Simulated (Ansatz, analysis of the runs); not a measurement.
# Conductance against length: (CH2)2 chain with nitrile ends, between Au (111) faces with adatoms, and longer members, part 4 of 4

How fast does the conductance fall as the molecule grows?

Ansatz 0.2.0; DFT PBE, plane waves, PAW; relaxation of a junction, electrodes held but for their tips (the session's first sound run).

So far, transmission at the energy nearest the Fermi level, one spin: step 3 (transmission between the leads, 57 atoms, molecule alkane …) 0.00101; step 6 (63 atoms, molecule alkane C4, nitrile ends, units 4) 6.5e-5; step 9 (69 atoms, molecule alkane C6, nitrile ends, units 6) 2.4e-5.

**11. Relaxing the junction, 75 atoms, molecule alkane C8, nitrile ends, units 8**

This step: DFT PBE, plane waves, PAW; relaxation of a junction, electrodes held but for their tips (Ansatz 0.2.0).

System of this step: (CH2)8 chain with nitrile ends, between Au (111) faces with adatoms. The cell holds 75 atoms: 47 Au, 2 N, 10 C and 16 H. Its edges and angles: a = 8.825 Å, b = 8.825 Å, c = 31.261 Å, α = 90.0°, β = 90.0°, γ = 60.0°. Electrodes: Au (111) 3x3 face with an adatom; the apex atoms were set 17.187 Å apart; the free molecule is N#CCCCCCCCCC#N. Regions: lower lead, 28 atoms (28 Au); bridge, 28 atoms (2 N, 10 C and 16 H); upper lead, 19 atoms (19 Au). The structure is stacked along c, and the current runs across the ab planes.

The bridge and the electrodes' tips relax, while 45 atoms stay at the lead's spacing, so that the ends still repeat as a lead.

File input.yaml:

```yaml
crystal:
  lattice:
    - [8.8246926292, 0.0, 0.0]
    - [4.4123463146, 7.6424079975, 0.0]
    - [0.0, 0.0, 31.2609448085]
  atoms:
    - { symbol: Au, position: [0.833333333, 0.833333333, 0.0] }
    - { symbol: Au, position: [0.833333333, 0.166666667, 0.0] }
    - { symbol: Au, position: [0.833333333, 0.5, 0.0] }
    - { symbol: Au, position: [0.166666667, 0.833333333, 0.0] }
    - { symbol: Au, position: [0.166666667, 0.166666667, 0.0] }
    - { symbol: Au, position: [0.166666667, 0.5, 0.0] }
    - { symbol: Au, position: [0.5, 0.833333333, 0.0] }
    - { symbol: Au, position: [0.5, 0.166666667, 0.0] }
    - { symbol: Au, position: [0.5, 0.5, 0.0] }
    - { symbol: Au, position: [0.944444444, 0.944444444, 0.076829959] }
    - { symbol: Au, position: [0.944444444, 0.277777778, 0.076829959] }
    - { symbol: Au, position: [0.944444444, 0.611111111, 0.076829959] }
    - { symbol: Au, position: [0.277777778, 0.944444444, 0.076829959] }
    - { symbol: Au, position: [0.277777778, 0.277777778, 0.076829959] }
    - { symbol: Au, position: [0.277777778, 0.611111111, 0.076829959] }
    - { symbol: Au, position: [0.611111111, 0.944444444, 0.076829959] }
    - { symbol: Au, position: [0.611111111, 0.277777778, 0.076829959] }
    - { symbol: Au, position: [0.611111111, 0.611111111, 0.076829959] }
    - { symbol: Au, position: [0.055555556, 0.055555556, 0.153659919] }
    - { symbol: Au, position: [0.055555556, 0.388888889, 0.153659919] }
    - { symbol: Au, position: [0.055555556, 0.722222222, 0.153659919] }
    - { symbol: Au, position: [0.388888889, 0.055555556, 0.153659919] }
    - { symbol: Au, position: [0.388888889, 0.388888889, 0.153659919] }
    - { symbol: Au, position: [0.388888889, 0.722222222, 0.153659919] }
    - { symbol: Au, position: [0.722222222, 0.055555556, 0.153659919] }
    - { symbol: Au, position: [0.722222222, 0.388888889, 0.153659919] }
    - { symbol: Au, position: [0.722222222, 0.722222222, 0.153659919] }
    - { symbol: Au, position: [0.5, 0.5, 0.225111781] }
    - { symbol: "N", position: [0.446121918, 0.480423223, 0.293479083] }
    - { symbol: C, position: [0.417898275, 0.47016807, 0.329292798] }
    - { symbol: C, position: [0.382076127, 0.457291096, 0.37463116] }
    - { symbol: C, position: [0.516358134, 0.468218986, 0.403396725] }
    - { symbol: C, position: [0.479751963, 0.455416842, 0.45070079] }
    - { symbol: C, position: [0.614516284, 0.465985023, 0.479427431] }
    - { symbol: C, position: [0.577985556, 0.453252953, 0.526765653] }
    - { symbol: C, position: [0.713204064, 0.463647183, 0.5553849] }
    - { symbol: C, position: [0.691725443, 0.436748217, 0.602922314] }
    - { symbol: C, position: [0.522469688, 0.583179453, 0.622314145] }
    - { symbol: C, position: [0.515967383, 0.557852888, 0.668604097] }
    - { symbol: "N", position: [0.510478356, 0.537965091, 0.705140856] }
    - { symbol: H, position: [0.250139334, 0.562849631, 0.38264254] }
    - { symbol: H, position: [0.384539225, 0.33345782, 0.380222501] }
    - { symbol: H, position: [0.648408124, 0.362675189, 0.395253803] }
    - { symbol: H, position: [0.514466373, 0.5918139, 0.397567807] }
    - { symbol: H, position: [0.348149174, 0.561458824, 0.458874938] }
    - { symbol: H, position: [0.482059905, 0.331727585, 0.456543773] }
    - { symbol: H, position: [0.746065417, 0.359895591, 0.47122799] }
    - { symbol: H, position: [0.612307171, 0.589630218, 0.473585296] }
    - { symbol: H, position: [0.580266229, 0.329596749, 0.532611788] }
    - { symbol: H, position: [0.446259106, 0.559432663, 0.534627865] }
    - { symbol: H, position: [0.706558217, 0.590074077, 0.550836181] }
    - { symbol: H, position: [0.844736146, 0.362536158, 0.545472054] }
    - { symbol: H, position: [0.698403864, 0.310216831, 0.607478503] }
    - { symbol: H, position: [0.803979678, 0.428351129, 0.620218504] }
    - { symbol: H, position: [0.51301243, 0.710054365, 0.616410099] }
    - { symbol: H, position: [0.408660858, 0.58694017, 0.607218134] }
    - { symbol: Au, position: [0.5, 0.5, 0.774888219] }
    - { symbol: Au, position: [0.277777778, 0.277777778, 0.846340081] }
    - { symbol: Au, position: [0.277777778, 0.611111111, 0.846340081] }
    - { symbol: Au, position: [0.277777778, 0.944444444, 0.846340081] }
    - { symbol: Au, position: [0.611111111, 0.277777778, 0.846340081] }
    - { symbol: Au, position: [0.611111111, 0.611111111, 0.846340081] }
    - { symbol: Au, position: [0.611111111, 0.944444444, 0.846340081] }
    - { symbol: Au, position: [0.944444444, 0.277777778, 0.846340081] }
    - { symbol: Au, position: [0.944444444, 0.611111111, 0.846340081] }
    - { symbol: Au, position: [0.944444444, 0.944444444, 0.846340081] }
    - { symbol: Au, position: [0.388888889, 0.388888889, 0.923170041] }
    - { symbol: Au, position: [0.388888889, 0.722222222, 0.923170041] }
    - { symbol: Au, position: [0.388888889, 0.055555556, 0.923170041] }
    - { symbol: Au, position: [0.722222222, 0.388888889, 0.923170041] }
    - { symbol: Au, position: [0.722222222, 0.722222222, 0.923170041] }
    - { symbol: Au, position: [0.722222222, 0.055555556, 0.923170041] }
    - { symbol: Au, position: [0.055555556, 0.388888889, 0.923170041] }
    - { symbol: Au, position: [0.055555556, 0.722222222, 0.923170041] }
    - { symbol: Au, position: [0.055555556, 0.055555556, 0.923170041] }
kpoints:
  mp_grid: { grid: [2, 2, 1] }
scf:
  occupations: { method: fermi_dirac, width: 0.1 }
hamiltonian:
  xc: pbe
relax:
  constraints:
    - { sites: [0, 1, 2, 3, 4, 5, 6, 7, 8, 9, 10, 11, 12, 13, 14, 15, 16, 17, 18, 19, 20, 21, 22, 23, 24, 25, 26, 57, 58, 59, 60, 61, 62, 63, 64, 65, 66, 67, 68, 69, 70, 71, 72, 73, 74] }
  f_tol: 0.05
  max_steps: 35
```

Run with:

```sh
$ ansatz run input.yaml --threads 16 --pin off --max-ram 61440MiB --backend cuda --events-out ev --progress --plain --runs-dir out --max-vram 78GiB
```

Numbers of over 12 decimals in the logs are rounded to 6 here.

The program printed:

```text
[...]
Crystal: 75 atoms, lattice volume = 2108.298 Å³
Basis set: ecut = 420 eV, 41259 PW (Γ), exchange–correlation on 120×120×432 points (8 copies of the dense FFT grid, shifted against one another)
Bands: 576, of which v1, the nominal top of the filled ones, is band 480 counted from 1 (479 counted from 0)
Symmetry: 1 space group operations
[...]
k-points: 4
[...]
- { symbol: H, position: [0.605642, 0.599626, 0.477234] }
[...]
- { symbol: H, position: [0.684325, 0.299634, 0.609120] }
    - { symbol: H, position: [0.795886, 0.409867, 0.624328] }
    - { symbol: H, position: [0.509883, 0.697056, 0.624707] }
    - { symbol: H, position: [0.396890, 0.584621, 0.611913] }
[...]
- { symbol: Au, position: [0.722222222, 0.055555556, 0.923170041] }
    - { symbol: Au, position: [0.055556, 0.388889, 0.923170041] }
    - { symbol: Au, position: [0.055556, 0.722222, 0.923170041] }
    - { symbol: Au, position: [0.055556, 0.055555556, 0.923170041] }
[key lines of the parts left out:]
SCF converged after 7 iterations
```

It took 11 s on 1 × NVIDIA GB200 with 16 threads of Arm Neoverse V2, shared host; peak memory 1.7 GiB.

The steps of the relaxation:

```csv
step,energy less that of the first step (eV),largest force component (eV/Å)
1,0.0000,0.6666
2,-0.0830,0.6387
3,-0.1343,0.2495
4,-0.1595,0.0939
5,-0.1596,0.5619
6,-0.1721,0.0694
7,-0.1729,0.0028
```

The atoms that moved most (Å):

```csv
atom,dx,dy,dz,length
N29,0.408,0.106,-0.085,0.430
C30,0.334,0.088,-0.105,0.361
H42,0.255,0.052,-0.214,0.337
N40,-0.207,-0.218,0.125,0.326
C31,0.260,0.067,-0.143,0.304
H41,0.213,0.051,-0.206,0.301
H55,-0.085,-0.099,0.259,0.290
C39,-0.185,-0.158,0.135,0.278
```

The largest force component on a free atom ends at 0.003 eV/Å, under the limit of 0.05. The apex atoms end 17.29 Å apart, and their nearest bridge atoms lie at 2.11 Å (Au–N) and 2.11 Å (Au–N).

**12. The open system, 75 atoms, molecule alkane C8, nitrile ends, units 8**

This step: DFT PBE, plane waves, PAW; transmission of a junction between electrodes (Ansatz 0.2.0).

The transmission is computed for this geometry in the same way.

File input.yaml:

```yaml
crystal:
  lattice:
    - [8.8246926292, 0.0, 0.0]
    - [4.4123463146, 7.6424079975, 0.0]
    - [0.0, 0.0, 31.2609448085]
  atoms:
    - { symbol: Au, position: [0.833333333, 0.833333333, 0.0] }
    - { symbol: Au, position: [0.833333333, 0.166666667, 0.0] }
    - { symbol: Au, position: [0.833333333, 0.5, 0.0] }
    - { symbol: Au, position: [0.166666667, 0.833333333, 0.0] }
    - { symbol: Au, position: [0.166666667, 0.166666667, 0.0] }
    - { symbol: Au, position: [0.166666667, 0.5, 0.0] }
    - { symbol: Au, position: [0.5, 0.833333333, 0.0] }
    - { symbol: Au, position: [0.5, 0.166666667, 0.0] }
    - { symbol: Au, position: [0.5, 0.5, 0.0] }
    - { symbol: Au, position: [0.944444444, 0.944444444, 0.076829959] }
    - { symbol: Au, position: [0.944444444, 0.277777778, 0.076829959] }
    - { symbol: Au, position: [0.944444444, 0.611111111, 0.076829959] }
    - { symbol: Au, position: [0.277777778, 0.944444444, 0.076829959] }
    - { symbol: Au, position: [0.277777778, 0.277777778, 0.076829959] }
    - { symbol: Au, position: [0.277777778, 0.611111111, 0.076829959] }
    - { symbol: Au, position: [0.611111111, 0.944444444, 0.076829959] }
    - { symbol: Au, position: [0.611111111, 0.277777778, 0.076829959] }
    - { symbol: Au, position: [0.611111111, 0.611111111, 0.076829959] }
    - { symbol: Au, position: [0.055555556, 0.055555556, 0.153659919] }
    - { symbol: Au, position: [0.055555556, 0.388888889, 0.153659919] }
    - { symbol: Au, position: [0.055555556, 0.722222222, 0.153659919] }
    - { symbol: Au, position: [0.388888889, 0.055555556, 0.153659919] }
    - { symbol: Au, position: [0.388888889, 0.388888889, 0.153659919] }
    - { symbol: Au, position: [0.388888889, 0.722222222, 0.153659919] }
    - { symbol: Au, position: [0.722222222, 0.055555556, 0.153659919] }
    - { symbol: Au, position: [0.722222222, 0.388888889, 0.153659919] }
    - { symbol: Au, position: [0.722222222, 0.722222222, 0.153659919] }
    - { symbol: Au, position: [0.5003125837, 0.5003409584, 0.2234161695] }
    - { symbol: "N", position: [0.4854525641, 0.4942551087, 0.2907746296] }
    - { symbol: C, position: [0.4499602099, 0.4817234564, 0.3259274379] }
    - { symbol: C, position: [0.4071103739, 0.4660348758, 0.3700521729] }
    - { symbol: C, position: [0.5317293471, 0.4783191577, 0.402647031] }
    - { symbol: C, position: [0.4854342039, 0.4619817448, 0.4489667922] }
    - { symbol: C, position: [0.6096779323, 0.4734827418, 0.4813049917] }
    - { symbol: C, position: [0.5708296867, 0.4536251561, 0.5281032628] }
    - { symbol: C, position: [0.7011023167, 0.461757633, 0.5591460185] }
    - { symbol: C, position: [0.6825330348, 0.424779077, 0.6062028822] }
    - { symbol: C, position: [0.5150432913, 0.5700480748, 0.6276683995] }
    - { symbol: C, position: [0.505376521, 0.5372073608, 0.6729285062] }
    - { symbol: "N", position: [0.5013055926, 0.5094366401, 0.7091438542] }
    - { symbol: H, position: [0.2709915205, 0.5694575748, 0.3760374003] }
    - { symbol: H, position: [0.4100477134, 0.340263849, 0.3733902932] }
    - { symbol: H, position: [0.6664994905, 0.3750290261, 0.3955679629] }
    - { symbol: H, position: [0.5282579958, 0.6036466353, 0.3981168231] }
    - { symbol: H, position: [0.3498664383, 0.5653588588, 0.4557622781] }
    - { symbol: H, position: [0.4880887447, 0.3365270994, 0.4531258648] }
    - { symbol: H, position: [0.7451183283, 0.3716898807, 0.4737761914] }
    - { symbol: H, position: [0.6056420762, 0.5996257606, 0.4772336888] }
    - { symbol: H, position: [0.5747018199, 0.3275542497, 0.5322349389] }
    - { symbol: H, position: [0.4360107693, 0.5560151104, 0.535879929] }
    - { symbol: H, position: [0.6924138023, 0.5905645145, 0.5564823499] }
    - { symbol: H, position: [0.8345835589, 0.3653011205, 0.5488011664] }
    - { symbol: H, position: [0.6843254965, 0.2996340512, 0.6091201424] }
    - { symbol: H, position: [0.7958860898, 0.4098667346, 0.6243282376] }
    - { symbol: H, position: [0.5098834395, 0.6970563434, 0.6247065352] }
    - { symbol: H, position: [0.3968897359, 0.5846211932, 0.6119130747] }
    - { symbol: Au, position: [0.4995048351, 0.4998477739, 0.776559831] }
    - { symbol: Au, position: [0.277777778, 0.277777778, 0.846340081] }
    - { symbol: Au, position: [0.277777778, 0.611111111, 0.846340081] }
    - { symbol: Au, position: [0.277777778, 0.944444444, 0.846340081] }
    - { symbol: Au, position: [0.611111111, 0.277777778, 0.846340081] }
    - { symbol: Au, position: [0.611111111, 0.611111111, 0.846340081] }
    - { symbol: Au, position: [0.611111111, 0.944444444, 0.846340081] }
    - { symbol: Au, position: [0.944444444, 0.277777778, 0.846340081] }
    - { symbol: Au, position: [0.944444444, 0.611111111, 0.846340081] }
    - { symbol: Au, position: [0.944444444, 0.944444444, 0.846340081] }
    - { symbol: Au, position: [0.388888889, 0.388888889, 0.923170041] }
    - { symbol: Au, position: [0.388888889, 0.722222222, 0.923170041] }
    - { symbol: Au, position: [0.388888889, 0.055555556, 0.923170041] }
    - { symbol: Au, position: [0.722222222, 0.388888889, 0.923170041] }
    - { symbol: Au, position: [0.722222222, 0.722222222, 0.923170041] }
    - { symbol: Au, position: [0.722222222, 0.055555556, 0.923170041] }
    - { symbol: Au, position: [0.055555556, 0.388888889, 0.923170041] }
    - { symbol: Au, position: [0.055555556, 0.722222222, 0.923170041] }
    - { symbol: Au, position: [0.055555556, 0.055555556, 0.923170041] }
kpoints:
  mp_grid: { grid: [4, 4, 1] }
scf:
  occupations: { method: fermi_dirac, width: 0.1 }
hamiltonian:
  xc: pbe
output:
  transmission: { leads: [[66, 8]], e_range: [-0.7, 0.7], de: 0.035, kmesh: [4, 4] }
  dos: { projected: true, e_range: [-5, 4] }
  write_potential: true
  write_density: true
  volumetric_format: npy
```

The program printed:

```text
[...]
Crystal: 75 atoms, lattice volume = 2108.298 Å³
Basis set: ecut = 420 eV, 41259 PW (Γ)
Bands: 576, of which v1, the nominal top of the filled ones, is band 480 counted from 1 (479 counted from 0)
Symmetry: 1 space group operations
[...]
k-points: 10 of 16 (time reversal used)
[...]
transmission: 405 of 450 steps passed
[...]
SCF converged after 12 iterations
[...]
--- Transmission ---
  basis      : 595 plane waves across, 45 finite elements along
  points     : 10, standing for a mesh of 4 x 4
  on the GPU : 10 of these points
[...]
filled         : 47.0 meV under the level at which it is neutral
    channels       : 7.687500e0 a spin
[...]
junction   : crystal 0 to crystal 0, 0.50 to 29.36 Å
    transmission   : 6.363833e-7 a spin
[...]
resistance     : 1.3224e4 Ω µm² beyond half of each lead's own
```

The job ended after 4.4 min (1 × NVIDIA GB200 with 16 threads; peak memory 17 GiB; 33 min of CPU time).

Transmission, one spin against energy, zero at the Fermi level:

```csv
energy (eV),"transmission, one spin"
-0.700,1.5e-7
-0.665,1.6e-7
-0.595,1.7e-7
-0.560,1.8e-7
-0.490,2.0e-7
-0.455,2.1e-7
-0.420,2.2e-7
-0.350,2.7e-7
-0.315,2.6e-7
-0.280,3.0e-7
-0.210,3.7e-7
-0.175,4.2e-7
-0.105,4.9e-7
-0.070,5.7e-7
-0.035,5.9e-7
0.000,6.4e-7
0.035,6.8e-7
0.070,8.0e-7
0.105,9.2e-7
0.175,1.3e-6
0.210,1.7e-6
0.280,3.9e-6
0.315,2.5e-6
0.350,2.1e-6
0.420,2.1e-6
0.455,2.3e-6
0.490,2.7e-6
0.560,4.3e-6
0.595,6.5e-6
0.665,3.6e-5
0.700,3.6e-4
```

The conductance is 6.6e-7 G₀. The conductance is 0.027 times that of the last run that gave one. This chain holds gauche bonds, so it is not the stretched conformer. The lead's Hamiltonian steps by 36.8 meV, which the program calls too much for a lead. The largest term of the program's error estimate is over 1000 %, from band edges of the leads and from resonances.

**13. The series together**

Times are for 1 × NVIDIA GB200 with 16 threads of Arm Neoverse V2, shared host. The series side by side:

```csv
no.,molecule,units,"transmission at the energy nearest the Fermi level, one spin",step of the lead's Hamiltonian (meV),conductance of the junction (S/m²),conductance of the junction (G₀),added resistance times area (Ω um²),time,memory (GiB)
1,"alkane C2, nitrile ends",2,0.001006,37,1.20e11,0.001046,8.322,3.6 min,15
2,"alkane C4, nitrile ends",4,6.53e-5,36.1,7.83e9,6.82e-5,127.7,3.7 min,16
3,"alkane C6, nitrile ends",6,2.37e-5,37.8,2.76e9,2.40e-5,362.5,3.6 min,16
4,"alkane C8, nitrile ends",8,6.36e-7,36.8,75620000,6.58e-7,13224,4.4 min,17
```

The runs together. The transmission by energy, zero at the Fermi level:

```csv
energy (eV),"alkane C2, nitrile ends, 2","alkane C4, nitrile ends, 4","alkane C6, nitrile ends, 6","alkane C8, nitrile ends, 8"
-0.700,2.3e-4,1.8e-5,4.7e-6,1.5e-7
-0.595,3.1e-4,2.1e-5,5.6e-6,1.7e-7
-0.490,4.4e-4,2.8e-5,6.8e-6,2.0e-7
-0.385,4.2e-4,2.9e-5,8.4e-6,2.5e-7
-0.315,4.4e-4,2.9e-5,9.2e-6,2.6e-7
-0.210,6.0e-4,4.0e-5,1.3e-5,3.7e-7
-0.105,7.7e-4,5.1e-5,1.8e-5,4.9e-7
0.000,0.00101,6.5e-5,2.4e-5,6.4e-7
0.105,0.00146,9.5e-5,3.3e-5,9.2e-7
0.210,0.00230,1.5e-4,4.9e-5,1.7e-6
0.245,0.00338,2.2e-4,5.9e-5,2.7e-6
0.315,0.00226,1.6e-4,6.3e-5,2.5e-6
0.385,0.00231,1.6e-4,7.5e-5,2.0e-6
0.490,0.00330,2.3e-4,1.1e-4,2.7e-6
0.595,0.00503,3.3e-4,1.8e-4,6.5e-6
0.700,0.00851,5.2e-4,3.1e-4,3.6e-4
```

**14. Conductance and thermopower from T(E), 75 atoms**

This step: Landauer integrals over the computed T(E), interpolated linearly between its energies (analysis of the runs above).

The thermopower is -20.4 μV/K. The Lorenz ratio is 1.07, where the Wiedemann-Franz law gives 1. These values rest on a semilocal level alignment and on the mesh across the current. Moving the level by up to 0.1 eV either way gives -37 to -18 μV/K.

**15. Summary of results**

- conductance, (CH2)2 chain with nitrile ends: 0.00105 G₀ (one error term of 116 %, so a rough value at best)
- thermopower, (CH2)2 chain with nitrile ends: -20.1 μV/K (rough, as the conductance is)
- conductance, (CH2)4 chain with nitrile ends: 6.8e-5 G₀ (one error term of 1825 %, so a rough value at best)
- thermopower, (CH2)4 chain with nitrile ends: -18.3 μV/K (rough, as the conductance is)
- conductance, (CH2)6 chain with nitrile ends: 2.4e-5 G₀ (one error term of 838 %, so a rough value at best)
- thermopower, (CH2)6 chain with nitrile ends: -21.1 μV/K (rough, as the conductance is)
- conductance, (CH2)8 chain with nitrile ends: 6.6e-7 G₀ (one error term of 85571 %, so a rough value at best)
- thermopower, (CH2)8 chain with nitrile ends: -20.4 μV/K (rough, as the conductance is)

Semilocal functionals put a molecule's frontier levels too near the Fermi level, so conductances off resonance usually come out too high. The mesh of 4 × 4 points across the current is coarse: where the lead's channel count steps, T(E) can show bumps that belong to the mesh. Transport is coherent and elastic here: the atoms are frozen, so scattering by vibrations plays no part. The (CH2)8 chain with nitrile ends is not all-trans: 1 backbone bond is gauche, so it is another conformer than a stretched chain, and no decay constant is fitted. Spin-orbit coupling is left out, which matters for the bands of heavy atoms. In 4 runs the program finds the step of the lead's Hamiltonian too large, so longer leads may change the transmission. One term of the program's error estimate for a conductance, of a junction or of the perfect wire, exceeds 1000 % in this session. A cell with an odd number of electrons ran without spin; a level of the scatterer near the Fermi level could split if spin were allowed.

[Logs are printed without paths, hosts, clocks, repeated set-up lines and the standing remarks that a program may print on its own settings, such as how far it seeks lower states.]

[Hosts, paths, dates, database ids (printed as entryN), source tags and the programs' standing remarks are cut or masked in the printed files.]
